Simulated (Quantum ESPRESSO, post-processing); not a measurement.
# 2H-MoS2: a series in the number of layers, part 3 of 8

What law, if any, do the results for 2H-MoS2 follow against the number of layers?

Quantum ESPRESSO 7.5; plane-wave DFT, PBE-D3(BJ), GBRV ultrasoft pseudopotentials.

So far. Step 2 (Relaxing the ions, 1 layers): The relaxation lowers the energy by 32 meV an atom.

### Step 6. Electrostatic potential, 1 layers

m0.f1.pot.in reads:

```
&inputpp
  prefix = 'm0.f1'
  outdir = './out'
  filplot = 'm0.f1.pot.dat'
  plot_num = 11
/
```

On the command line:

```sh
$ OMP_NUM_THREADS=1 mpirun -n 8 pp.x -in m0.f1.pot.in > m0.f1.pot.out
```

The log of the run:

```text
[banner, memory and clock lines left out]
Program POST-PROC v.7.5 starts
[citation notice left out]

[...]
./out/m0.f1.save/

[...]
negative rho (up, down):  2.747E-03 0.000E+00

     Adding external electric field

     Computed dipole along edir(3) :
        Dipole                0.0465 Ry au,          0.1182 Debye
        Dipole field          0.0005 Ry au,

        E field amplitude [Ha a.u.]:  1.9447E-03
        Potential amp.        0.1000 Ry
        Total length         34.9450 bohr

     Calling punch_plot, plot_num =  11

     Adding external electric field

     Computed dipole along edir(3) :
        Dipole                0.0465 Ry au,          0.1182 Debye
        Dipole field          0.0005 Ry au,

        E field amplitude [Ha a.u.]:  1.9447E-03
        Potential amp.        0.1000 Ry
        Total length         34.9450 bohr

     Writing data to file  m0.f1.pot.dat
     Message from routine chdens:
     namelist plot not found or invalid, exiting
```

It took 0.83 s on 8 MPI ranks of Arm Neoverse V2, shared host; peak memory 0.1 GiB.

Numbers from this step:

* slope of the potential above: 0.1000 eV/Å
* upper vacuum line continued to the top atoms, over the valence top: 5.836 eV
* slope of the potential below: 0.09996 eV/Å
* lower vacuum line continued to the bottom atoms, over the valence top: 6.033 eV

Electrostatic potential energy of an electron, with the sawtooth; zero at the highest filled level of the SCF mesh. The potential energy, planar mean by z:

z (Å), potential energy, planar mean (eV) and a bar from the least value:
```
      0.0        5.6 #############################
      0.5        5.3 #############################
      1.0        5.3 #############################
      1.5        5.4 #############################
      2.0        5.4 #############################
      2.5        5.5 #############################
      3.0        5.5 #############################
      3.5        5.6 #############################
      4.0        5.6 #############################
      4.5        5.7 #############################
      5.0        5.7 #############################
      5.5        5.8 #############################
      6.0        5.7 #############################
      6.5        5.5 #############################
      7.0        4.1 ############################
      7.5       -2.3 ######################
      8.0      -12.8 ############
      8.5       -8.6 ################
      9.0       -9.3 ###############
      9.5      -25.7 
     10.0      -18.4 #######
     10.5       -5.8 ###################
     11.0      -12.2 #############
     11.5       -8.9 ################
     12.0        2.0 ##########################
     12.5        5.2 #############################
     13.0        5.8 #############################
     13.5        6.0 ##############################
     14.0        6.1 ##############################
     14.5        6.2 ##############################
     15.0        6.2 ##############################
     15.5        6.3 ##############################
     16.0        6.3 ##############################
     16.5        6.4 ##############################
     17.0        6.4 ##############################
     17.5        6.5 ##############################
     18.0        6.5 ##############################
     18.5        6.6 ##############################
     19.0        6.0 ##############################
```

The slope in the vacuum is 0.100 eV/Å for an applied 0.10 V/Å, as it should be.

### Step 7. Response between 0 and 0.1 V/A, ions held, 1 layers

The polarisability follows from the two dipoles.

Numbers from this step:

| Quantity | Value |
| --- | --- |
| change of slope in the vacuum | 0.09999 eV/Å |
| polarisability a cell | 3.541 Å³ |
| sheet polarisability 4πα/A | 5.081 Å |

The change of the potential energy, second field less first by z:

```csv
z (Å),"change of the potential energy, second field less first (eV)"
0,-0.354
1,-0.608
2,-0.508
3,-0.408
4,-0.308
5,-0.209
6,-0.112
7,-0.0349
8,-0.00784
9,-0.00351
10,0.00230
11,0.00596
12,0.0240
13,0.0900
14,0.185
15,0.284
16,0.384
17,0.484
18,0.584
19,0.104
```

### Step 8. Relaxing the ions, 1 layers: field 0.1 V/Å

Now the ions may follow the field.

m0.r1.in reads:

```
&control
  prefix = 'm0.r1'
  outdir = './out'
  pseudo_dir = './pseudo'
  nstep = 90
  forc_conv_thr = 6e-05
  calculation = 'relax'
  tefield = .true.
  dipfield = .true.
  etot_conv_thr = 1e-07
/
&system
  ibrav = 0
  nat = 3
  ntyp = 2
  ecutwfc = 40
  ecutrho = 200
  vdw_corr = 'grimme-d3'
  dftd3_version = 4
  occupations = 'fixed'
  edir = 3
  emaxpos = 0.97
  eopreg = 0.04
  eamp = 0.00194469
/
&electrons
  conv_thr = 1e-10
  mixing_beta = 0.4
  electron_maxstep = 120
/
&ions
/
ATOMIC_SPECIES
  S   32.0600  s_pbe_v1.4.uspp.F.UPF
  Mo  95.9500  mo_pbe_v1.uspp.F.UPF
CELL_PARAMETERS angstrom
  3.18000000000000 0.00000000000000 0.00000000000000
  -1.59000000000000 2.75396078403451 0.00000000000000
  0.00000000000000 0.00000000000000 19.26259773799958
ATOMIC_POSITIONS crystal
  S   0.333333333300 0.666666666700 0.419131727300
  Mo  0.000000000000 0.000000000000 0.500000000000
  S   0.333333333300 0.666666666700 0.580868272700
K_POINTS automatic
  6 6 1 0 0 0
```

On the command line:

```sh
$ OMP_NUM_THREADS=1 mpirun -n 8 pw.x -nk 2 -in m0.r1.in > m0.r1.out
```

The log of the run:

```text
[banner, memory and clock lines left out]
Program PWSCF v.7.5 starts
[citation notice left out]

[...]
bravais-lattice index     =            0
     lattice parameter (alat)  =       6.0093  a.u.
     unit-cell volume          =    1138.4038 (a.u.)^3
     number of atoms/cell      =            3
     number of atomic types    =            2
     number of electrons       =        26.00
     number of Kohn-Sham states=           13
     kinetic-energy cutoff     =      40.0000  Ry
     charge density cutoff     =     200.0000  Ry
     scf convergence threshold =      1.0E-10
     mixing beta               =       0.4000
     number of iterations used =            8  plain     mixing
     energy convergence thresh.=      1.0E-07
     force convergence thresh. =      6.0E-05
     Exchange-correlation= SLA  PW   PBE  PBE
                           (   1   4   3   4   0   0   0)
     nstep                     =           90

[...]
PseudoPot. # 1 for S  read from file:
     ./pseudo/s_pbe_v1.4.uspp.F.UPF
     Pseudo is Ultrasoft + core correction, Zval =  6.0
     Generated by new atomic code, or converted to UPF format
     Using radial grid of  907 points,  6 beta functions with:
                l(1) =   0
                l(2) =   0
                l(3) =   1
                l(4) =   1
                l(5) =   2
                l(6) =   2
     Q(r) pseudized with  8 coefficients,  rinner =    1.300   1.300   1.300
                                                       1.300   1.300

     PseudoPot. # 2 for Mo read from file:
     ./pseudo/mo_pbe_v1.uspp.F.UPF
     Pseudo is Ultrasoft + core correction, Zval = 14.0
     Generated by new atomic code, or converted to UPF format
     Using radial grid of  889 points,  6 beta functions with:
                l(1) =   0
                l(2) =   0
                l(3) =   1
                l(4) =   1
                l(5) =   2
                l(6) =   2
     Q(r) pseudized with  6 coefficients,  rinner =    1.000   1.000   1.000
                                                       1.000   1.000

     atomic species   valence    mass     pseudopotential
     S                 6.00    32.06000     S ( 1.00)
     Mo               14.00    95.95000     Mo( 1.00)

     No symmetry found

[...]
number of k points=    20
[...]
Dense  grid:    54601 G-vectors     FFT dimensions: (  27,  27, 180)

     Smooth grid:    38739 G-vectors     FFT dimensions: (  25,  25, 150)

     Initial potential from superposition of free atoms

     starting charge      25.9989, renormalised to      26.0000

     negative rho (up, down):  2.710E-03 0.000E+00

     Adding external electric field

     Computed dipole along edir(3) :
        Dipole               -0.0000 Ry au,         -0.0000 Debye
        Dipole field         -0.0000 Ry au,

        E field amplitude [Ha a.u.]:  1.9447E-03
        Potential amp.        0.1359 Ry
        Total length         34.9450 bohr

     Starting wfcs are   21 randomized atomic wfcs

     per-process dynamical memory:    39.1 Mb

     Self-consistent Calculation

     iteration #  1     ecut=    40.00 Ry     beta= 0.40
     Davidson diagonalization with overlap
     ethr =  1.00E-02,  avg # of iterations =  2.0

     Threshold (ethr) on eigenvalues was too large:
     Diagonalizing with lowered threshold

     Davidson diagonalization with overlap
     ethr =  3.15E-04,  avg # of iterations =  3.1

     negative rho (up, down):  2.753E-03 0.000E+00

     Adding external electric field

     Computed dipole along edir(3) :
        Dipole                0.1587 Ry au,          0.4033 Debye
        Dipole field          0.0018 Ry au,

        E field amplitude [Ha a.u.]:  1.9447E-03
        Potential amp.        0.0135 Ry
        Total length         34.9450 bohr

     total energy              =    -187.78068176 Ry
     estimated scf accuracy    <       0.11176969 Ry

     iteration #  2     ecut=    40.00 Ry     beta= 0.40
[...]
negative rho (up, down):  2.747E-03 0.000E+00

[...]
Dipole               -0.0559 Ry au,         -0.1421 Debye
[...]
E field amplitude [Ha a.u.]:  1.9447E-03
[...]
total energy              =    -187.78713710 Ry
     estimated scf accuracy    <       0.06090328 Ry

     iteration #  3     ecut=    40.00 Ry     beta= 0.40
[...]
negative rho (up, down):  2.755E-03 0.000E+00

[...]
Dipole                0.0747 Ry au,          0.1899 Debye
[...]
E field amplitude [Ha a.u.]:  1.9447E-03
[...]
total energy              =    -187.79550080 Ry
     estimated scf accuracy    <       0.03255590 Ry

     iteration #  4     ecut=    40.00 Ry     beta= 0.40
[...]
negative rho (up, down):  2.762E-03 0.000E+00

[...]
Dipole                0.0573 Ry au,          0.1456 Debye
[...]
E field amplitude [Ha a.u.]:  1.9447E-03
[...]
total energy              =    -187.79937319 Ry
     estimated scf accuracy    <       0.00405659 Ry

     iteration #  5     ecut=    40.00 Ry     beta= 0.40
[...]
negative rho (up, down):  2.752E-03 0.000E+00

[...]
Dipole                0.0277 Ry au,          0.0703 Debye
[...]
E field amplitude [Ha a.u.]:  1.9447E-03
[...]
total energy              =    -187.79980100 Ry
     estimated scf accuracy    <       0.00124145 Ry

     iteration #  6     ecut=    40.00 Ry     beta= 0.40
[...]
negative rho (up, down):  2.751E-03 0.000E+00

[...]
Dipole                0.0566 Ry au,          0.1438 Debye
[...]
E field amplitude [Ha a.u.]:  1.9447E-03
[...]
total energy              =    -187.79981360 Ry
     estimated scf accuracy    <       0.00180550 Ry

[...]
iteration # 14     ecut=    40.00 Ry     beta= 0.40
[...]
negative rho (up, down):  2.747E-03 0.000E+00

[...]
Dipole                0.0465 Ry au,          0.1182 Debye
[...]
E field amplitude [Ha a.u.]:  1.9447E-03
[...]
total energy              =    -187.80012429 Ry
     estimated scf accuracy    <       0.00000005 Ry

     iteration # 15     ecut=    40.00 Ry     beta= 0.40
[...]
negative rho (up, down):  2.747E-03 0.000E+00

[...]
Dipole                0.0466 Ry au,          0.1184 Debye
[...]
E field amplitude [Ha a.u.]:  1.9447E-03
[...]
total energy              =    -187.80012429 Ry
     estimated scf accuracy    <       0.00000001 Ry

     iteration # 16     ecut=    40.00 Ry     beta= 0.40
[...]
negative rho (up, down):  2.747E-03 0.000E+00

[...]
Dipole                0.0465 Ry au,          0.1183 Debye
[...]
E field amplitude [Ha a.u.]:  1.9447E-03
[...]
total energy              =    -187.80012429 Ry
     estimated scf accuracy    <          2.8E-09 Ry

     iteration # 17     ecut=    40.00 Ry     beta= 0.40
[...]
negative rho (up, down):  2.747E-03 0.000E+00

[...]
Dipole                0.0465 Ry au,          0.1183 Debye
[...]
E field amplitude [Ha a.u.]:  1.9447E-03
[...]
End of self-consistent calculation

          k = 0.0000 0.0000 0.0000 (  4777 PWs)   bands (ev):

   -61.6536 -35.7898 -35.5798 -35.5798 -14.8713 -13.5479  -6.3863  -3.3965
    -3.3965  -2.5290  -2.2844  -2.2844  -0.7547

          k = 0.0000 0.1925 0.0000 (  4845 PWs)   bands (ev):

   -61.6442 -35.7710 -35.6755 -35.6017 -14.4764 -13.3878  -5.9767  -4.1449
    -3.6834  -2.9895  -2.8321  -1.8380  -1.0440

[...]
highest occupied level (ev):    -0.7547

!    total energy              =    -187.80012429 Ry
     estimated scf accuracy    <          3.3E-11 Ry

     The total energy is the sum of the following terms:
     one-electron contribution =   -1059.27474900 Ry
     hartree contribution      =     530.21227609 Ry
     xc contribution           =     -36.28330695 Ry
     ewald contribution        =     377.61422872 Ry
     DFT-D3 Dispersion         =      -0.06841603 Ry
     electric field correction =      -0.00015711 Ry

     convergence has been achieved in  17 iterations

     negative rho (up, down):  2.747E-03 0.000E+00

     Forces acting on atoms (cartesian axes, Ry/au):

     atom    1 type  1   force =     0.00000000   -0.00000015    0.00014162
     atom    2 type  2   force =     0.00000008    0.00000009   -0.00027333
     atom    3 type  1   force =    -0.00000008    0.00000006    0.00013171

     Total force =     0.000335     Total SCF correction =     0.000012

     BFGS Geometry Optimization
     Energy error            =      1.1E-07 Ry
     Gradient error          =      2.7E-04 Ry/Bohr

     number of scf cycles    =   1
     number of bfgs steps    =   0

     energy             new  =    -187.8001242939 Ry

     new trust radius        =       0.0002733333 bohr
     new conv_thr            =            1.0E-10 Ry

ATOMIC_POSITIONS (crystal)
S                0.3333333194        0.6666666384        0.4191356178
Mo               0.0000000220        0.0000000173        0.4999924911
S                0.3333333252        0.6666666777        0.5808718911

[...]
NEW-OLD atomic charge density approx. for the potential

     negative rho (up, down):  2.747E-03 0.000E+00

     Adding external electric field

     Computed dipole along edir(3) :
        Dipole                0.0465 Ry au,          0.1183 Debye
        Dipole field          0.0005 Ry au,

        E field amplitude [Ha a.u.]:  1.9447E-03
        Potential amp.        0.1000 Ry
        Total length         34.9450 bohr

     per-process dynamical memory:    46.5 Mb

     Self-consistent Calculation

     iteration #  1     ecut=    40.00 Ry     beta= 0.40
     Davidson diagonalization with overlap
     ethr =  1.00E-06,  avg # of iterations =  1.1

     Threshold (ethr) on eigenvalues was too large:
     Diagonalizing with lowered threshold

     Davidson diagonalization with overlap
     ethr =  4.69E-10,  avg # of iterations =  5.0

     negative rho (up, down):  2.747E-03 0.000E+00

     Adding external electric field

     Computed dipole along edir(3) :
        Dipole                0.0467 Ry au,          0.1188 Debye
        Dipole field          0.0005 Ry au,

        E field amplitude [Ha a.u.]:  1.9447E-03
        Potential amp.        0.0998 Ry
        Total length         34.9450 bohr

     total energy              =    -187.80012434 Ry
     estimated scf accuracy    <       0.00000002 Ry

[...]
iteration #  6     ecut=    40.00 Ry     beta= 0.40
[...]
negative rho (up, down):  2.747E-03 0.000E+00

[...]
Dipole                0.0466 Ry au,          0.1184 Debye
[...]
E field amplitude [Ha a.u.]:  1.9447E-03
[...]
End of self-consistent calculation

          k = 0.0000 0.0000 0.0000 (  4777 PWs)   bands (ev):

   -61.6536 -35.7898 -35.5798 -35.5798 -14.8713 -13.5479  -6.3863  -3.3965
    -3.3965  -2.5289  -2.2844  -2.2844  -0.7547

          k = 0.0000 0.1925 0.0000 (  4845 PWs)   bands (ev):

   -61.6442 -35.7710 -35.6755 -35.6017 -14.4765 -13.3878  -5.9767  -4.1449
    -3.6834  -2.9895  -2.8321  -1.8379  -1.0440

[...]
highest occupied level (ev):    -0.7547

!    total energy              =    -187.80012435 Ry
     estimated scf accuracy    <          5.8E-11 Ry

     The total energy is the sum of the following terms:
     one-electron contribution =   -1059.27547011 Ry
     hartree contribution      =     530.21264872 Ry
     xc contribution           =     -36.28331073 Ry
     ewald contribution        =     377.61458110 Ry
     DFT-D3 Dispersion         =      -0.06841607 Ry
     electric field correction =      -0.00015726 Ry

     convergence has been achieved in   6 iterations

     negative rho (up, down):  2.747E-03 0.000E+00

     Forces acting on atoms (cartesian axes, Ry/au):

     atom    1 type  1   force =     0.00000003    0.00000006    0.00001674
     atom    2 type  2   force =    -0.00000007   -0.00000006   -0.00002709
     atom    3 type  1   force =     0.00000004    0.00000000    0.00001035

     Total force =     0.000033     Total SCF correction =     0.000021
     SCF correction compared to forces is large: reduce conv_thr to get better values
     Energy error            =      6.0E-08 Ry
     Gradient error          =      2.7E-05 Ry/Bohr

     bfgs converged in   2 scf cycles and   1 bfgs steps
     (criteria: energy <  1.0E-07 Ry, force <  6.0E-05 Ry/Bohr)

     End of BFGS Geometry Optimization

     Final energy             =    -187.8001243542 Ry

     File ./out/m0.r1.bfgs deleted, as requested
Begin final coordinates

ATOMIC_POSITIONS (crystal)
S                0.3333333194        0.6666666384        0.4191356178
Mo               0.0000000220        0.0000000173        0.4999924911
S                0.3333333252        0.6666666777        0.5808718911
End final coordinates

[...]
```

Run time: 9.9 s. Hardware: 8 MPI ranks; peak memory 0.64 GiB.

Hardly anything moved in the relaxation; the energy changed by under 0.2 meV an atom.

This step gave:

- dipole along the normal: 0.02465 e·Å

### Step 9. Potential by pp.x, 1 layers

m0.r1.pot.in reads:

```
&inputpp
  prefix = 'm0.r1'
  outdir = './out'
  filplot = 'm0.r1.pot.dat'
  plot_num = 11
/
```

On the command line:

```sh
$ OMP_NUM_THREADS=1 mpirun -n 8 pp.x -in m0.r1.pot.in > m0.r1.pot.out
```

The log of the run:

```text
[banner, memory and clock lines left out]
Program POST-PROC v.7.5 starts
[citation notice left out]

[...]
./out/m0.r1.save/

[...]
negative rho (up, down):  2.747E-03 0.000E+00

     Adding external electric field

     Computed dipole along edir(3) :
        Dipole                0.0466 Ry au,          0.1184 Debye
        Dipole field          0.0005 Ry au,

        E field amplitude [Ha a.u.]:  1.9447E-03
        Potential amp.        0.1000 Ry
        Total length         34.9450 bohr

     Calling punch_plot, plot_num =  11

     Adding external electric field

     Computed dipole along edir(3) :
        Dipole                0.0466 Ry au,          0.1184 Debye
        Dipole field          0.0005 Ry au,

        E field amplitude [Ha a.u.]:  1.9447E-03
        Potential amp.        0.1000 Ry
        Total length         34.9450 bohr

     Writing data to file  m0.r1.pot.dat
     Message from routine chdens:
     namelist plot not found or invalid, exiting
```

Elapsed: 0.83 s, on 8 MPI ranks; peak memory 0.1 GiB.

This step gave:

- upper vacuum line continued to the top atoms, over the valence top: 5.835 eV

Electrostatic potential energy of an electron, with the sawtooth; zero at the highest filled level of the SCF mesh. Table of potential energy, planar mean by z:

```csv
z (Å),"potential energy, planar mean (eV)"
0.0,5.58
0.5,5.28
1.0,5.33
1.5,5.38
2.0,5.43
2.5,5.48
3.0,5.53
3.5,5.58
4.0,5.63
4.5,5.67
5.0,5.72
5.5,5.76
6.0,5.74
6.5,5.50
7.0,4.14
7.5,-2.28
8.0,-12.8
8.5,-8.59
9.0,-9.26
9.5,-25.7
10.0,-18.4
10.5,-5.78
11.0,-12.2
11.5,-8.92
12.0,1.98
12.5,5.16
13.0,5.85
13.5,6.03
14.0,6.11
14.5,6.16
15.0,6.22
15.5,6.27
16.0,6.32
16.5,6.37
17.0,6.42
17.5,6.47
18.0,6.52
18.5,6.57
19.0,6.04
```

The slope in the vacuum is 0.100 eV/Å for an applied 0.10 V/Å, as it should be.

(Part 3 of 8 ends here.)

[Logs are printed without paths, hosts, clocks, repeated set-up lines and the standing remarks that a program may print on its own settings, such as how far it seeks lower states.]

[Hosts, paths, dates, database ids (printed as entryN), source tags and the programs' standing remarks are cut or masked in the printed files.]

[Maps of the electrostatic potential energy from Ansatz leave out the sawtooth potential of an applied field or a dipole correction, so their vacuum need not be flat; planar profiles and work functions include it.]
